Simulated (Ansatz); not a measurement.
# Field gradients at the nuclei in B6As

The cell is a computed structure from the Materials Project (it need not be an observed phase).

```cif
data_B6As
_symmetry_space_group_name_H-M 'R-3m:H'
_symmetry_Int_Tables_number 166
_cell_length_a 6.1368
_cell_length_b 6.1368
_cell_length_c 11.8948
_cell_angle_alpha 90.000
_cell_angle_beta 90.000
_cell_angle_gamma 120.000
loop_
_atom_site_label
_atom_site_type_symbol
_atom_site_symmetry_multiplicity
_atom_site_Wyckoff_symbol
_atom_site_fract_x
_atom_site_fract_y
_atom_site_fract_z
B1 B 18 h 0.8968 0.7936 0.1185
B3 B 18 h 0.1831 0.8169 0.6387
As As 6 c 0.0000 0.0000 0.6006
```

One atom of each set is listed; the run and its k-mesh use a cell of 14 atoms with edges of 5.32, 5.32, 5.32 Å.

All values are calculated (Ansatz; DFT, PBEsol, plane waves and PAW (field gradients read without the response of the frozen cores, which leaves them typically 4 to 6 % off), scalar-relativistic, 420 eV cutoff, Γ-centred 6×6×6 k-points, Fermi–Dirac smearing 0.05 eV), not measured.

C_Q = eQV_zz/h, which is 24.18 MHz for Q = 1 b and V_zz = 10²¹ V/m²; η = (V_xx − V_yy)/V_zz.

B-11: I = 3/2, Q = 40.59 mb; ⁷⁵As: I = 3/2, Q = 311.0 mb. Nuclear quadrupole moments: year-2017 set (Pyykkö).

```csv
site,atoms,first shell,V_zz (10²¹ V/m²),η,C_Q (MHz)
B1,6,6 B at 1.77–1.90 Å,-1.29,0.25,-1.27
B3,6,"5 B at 1.73–1.81 Å, 1 As at 2.00 Å",0.30,0.60,0.299
As,2,"3 B at 2.00 Å, 1 As at 2.39 Å",18.22,0.00,137
```

An axis of threefold or higher order runs through As, so V_zz lies along it and η is zero. The structure holds As–As bonds (2.39 Å).

The run took 7.9 s of wall time (7.8 s of CPU time) and 0.51 GiB at its peak, on 1 thread of AMD EPYC 9R14 (Zen 4) (x86_64; 16 cores open to the job, memory cap 3.0 GiB, no GPU), a shared host with a load of 0.3 a core.
